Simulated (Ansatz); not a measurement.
Computed with DFT PBE, scalar-relativistic, plane waves, PAW in Ansatz. All cells share a 420 eV cutoff and Γ-centred k meshes spaced at most about 0.3 Å⁻¹ (about 0.25 or finer for metals, 2π included). No spin polarisation in the final relaxations.

All energies are static (0 K, no zero-point motion).

Two relaxed structures of B:

1.

```cif
data_structure
_symmetry_space_group_name_H-M 'Ia-3d'
_symmetry_Int_Tables_number 230
_cell_length_a 4.9913
_cell_length_b 4.9913
_cell_length_c 4.9913
_cell_angle_alpha 90.000
_cell_angle_beta 90.000
_cell_angle_gamma 90.000
_cell_volume 124.35
loop_
_atom_site_label
_atom_site_type_symbol
_atom_site_symmetry_multiplicity
_atom_site_Wyckoff_symbol
_atom_site_fract_x
_atom_site_fract_y
_atom_site_fract_z
_atom_site_occupancy
B1 B 16 b 0.12500 0.12500 0.12500 1
```

2.

```cif
data_structure
_symmetry_space_group_name_H-M 'Im-3m'
_symmetry_Int_Tables_number 229
_cell_length_a 5.4093
_cell_length_b 5.4093
_cell_length_c 5.4093
_cell_angle_alpha 90.000
_cell_angle_beta 90.000
_cell_angle_gamma 90.000
_cell_volume 158.28
loop_
_atom_site_label
_atom_site_type_symbol
_atom_site_symmetry_multiplicity
_atom_site_Wyckoff_symbol
_atom_site_fract_x
_atom_site_fract_y
_atom_site_fract_z
_atom_site_occupancy
B1 B 16 f 0.83677 0.16323 0.16323 1
```

Problem. Which is lower in energy, and by how much?

Solution. Cell 2 is lower, by 297 meV/atom. Cell 1 has space group Ia-3d (No. 230), 7.8 Å³/atom and no gap on its mesh; cell 2 has space group Im-3m (No. 229), 9.9 Å³/atom and no gap. Counting all near atoms (those within 1.25 times the shortest such distance or 1.15 times the sum of covalent radii; a plus sign parts nearer from farther groups), cell 1 has B 3+2 and cell 2 has B 4. The lower one is the more open, so pressure narrows the difference. In cell 1, around B lie 3 B at 1.76 Å and 2 B at 2.16 Å. In cell 2, B has 1 B at 1.63 Å and 3 B at 1.77 Å. Both come from invented guesses. A third cell relaxed alike, in C2/c, lies 0.49 eV/atom below the lower of the two; the Ia-3d cell fell into it when its atoms were moved at random. The part of the Crystallography Open Database at hand lists B in space groups No. 58, 134, 166; no cell shown has one of them.

Cells relaxed within their symmetry can be saddle points; a later kick test found a lower structure for B Ia-3d.
